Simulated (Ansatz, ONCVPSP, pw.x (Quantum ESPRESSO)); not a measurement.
## pw.x on fcc Bi: one setting changed

Potential: optimised norm-conserving Vanderbilt (ONCV), ONCVPSP 4.0.1.1 (patched build), PBE; core [Xe] 4f14, reference 5d10 6s2 6p3; waves: 6s: rc 1.70 bohr, ncon 4, nbas 7, qcut 3.5 1/bohr, 1 projector; 6p: rc 2.45 bohr, ncon 4, nbas 8, qcut 3.6 1/bohr, 2 projectors, debl 1.2 Ha; 5d: rc 1.65 bohr, ncon 4, nbas 9, qcut 11.3 1/bohr, 2 projectors, debl 1.15 Ha; f scattering state at 0.42 Ha: rc 2.25 bohr, ncon 4, nbas 7, qcut 4.8 1/bohr, 2 projectors, debl 3.9 Ha; local part: polynomial inside 1.50 bohr (lpopt 3, dvloc0 6 Ha); core correction: none.

The reference run (k-mesh 11³, cutoffs 100/400 Ry, Fermi–Dirac 0.01 Ry, mixing_beta 0.4, conv_thr 1e-9, no spin) gives -0.13 GPa at 31.849 Å³/atom, where all-electron LAPW gives 0.07 GPa. This run, with its own iteration cap, changes k-mesh points per axis to 4.

```
&control
  calculation='scf', prefix='x', pseudo_dir='./', outdir='./tmp', tstress=.true., disk_io='none'
/
&system
  ibrav=0, nat=1, ntyp=1, ecutwfc=100, ecutrho=400, nbnd=15,
  occupations='smearing', smearing='fd', degauss=0.01
/
&electrons
  conv_thr=1e-09, mixing_beta=0.4, electron_maxstep=50
/
ATOMIC_SPECIES
Bi 1.0 Bi.UPF
CELL_PARAMETERS angstrom
  0.00000000 2.51587235 2.51587235
  2.51587235 0.00000000 2.51587235
  2.51587235 2.51587235 0.00000000
ATOMIC_POSITIONS crystal
Bi 0.0000 0.0000 0.0000
K_POINTS automatic
4 4 4 0 0 0
```

```bash
pw.x < Bi.scf.in > Bi.scf.out
```

Task: How does the run end?

Result: It converges in 7 iterations; the free energy moves by +26.1 meV/atom and the pressure by -1.03 GPa.

```
Message from routine setup:
     using ibrav=0 with symmetry is DISCOURAGED, use correct ibrav instead
     lattice parameter (alat)  =       6.7236  a.u.
     unit-cell volume          =     214.9277 (a.u.)^3
     number of electrons       =        15.00
     number of Kohn-Sham states=           15
     kinetic-energy cutoff     =     100.0000  Ry
     charge density cutoff     =     400.0000  Ry
     scf convergence threshold =      1.0E-09
     Exchange-correlation= PBE
     number of k points=     8  Fermi-Dirac smearing, width (Ry)=  0.0100
     iteration #  1     ecut=   100.00 Ry     beta= 0.40
     total energy              =    -141.51476168 Ry
     estimated scf accuracy    <       0.00252062 Ry
     iteration #  2     ecut=   100.00 Ry     beta= 0.40
     total energy              =    -141.51480735 Ry
     estimated scf accuracy    <       0.00060339 Ry
     iteration #  3     ecut=   100.00 Ry     beta= 0.40
     total energy              =    -141.51486001 Ry
     estimated scf accuracy    <       0.00003984 Ry
     iteration #  4     ecut=   100.00 Ry     beta= 0.40
     total energy              =    -141.51486289 Ry
     estimated scf accuracy    <       0.00000032 Ry
     iteration #  5     ecut=   100.00 Ry     beta= 0.40
     total energy              =    -141.51486310 Ry
     estimated scf accuracy    <       0.00000008 Ry
     iteration #  6     ecut=   100.00 Ry     beta= 0.40
     total energy              =    -141.51486310 Ry
     estimated scf accuracy    <       0.00000003 Ry
     iteration #  7     ecut=   100.00 Ry     beta= 0.40
     the Fermi energy is    10.9789 ev
!    total energy              =    -141.51486310 Ry
     estimated scf accuracy    <          3.6E-10 Ry
     smearing contrib. (-TS)   =      -0.00614809 Ry
     The total energy is F=E-TS. E is the sum of the following terms:
     one-electron contribution =     -48.37540789 Ry
     hartree contribution      =      31.59310064 Ry
     xc contribution           =     -16.23600322 Ry
     ewald contribution        =    -108.49040454 Ry
     convergence has been achieved in   7 iterations
          total   stress  (Ry/bohr**3)                   (kbar)     P=      -11.68
     Message from routine punch:
     Nothing written, as per user request (disk_io='none')
```

The run took about 14 s on one core of a shared host (Neoverse-N1, 64 threads, 124 GiB, load 59).
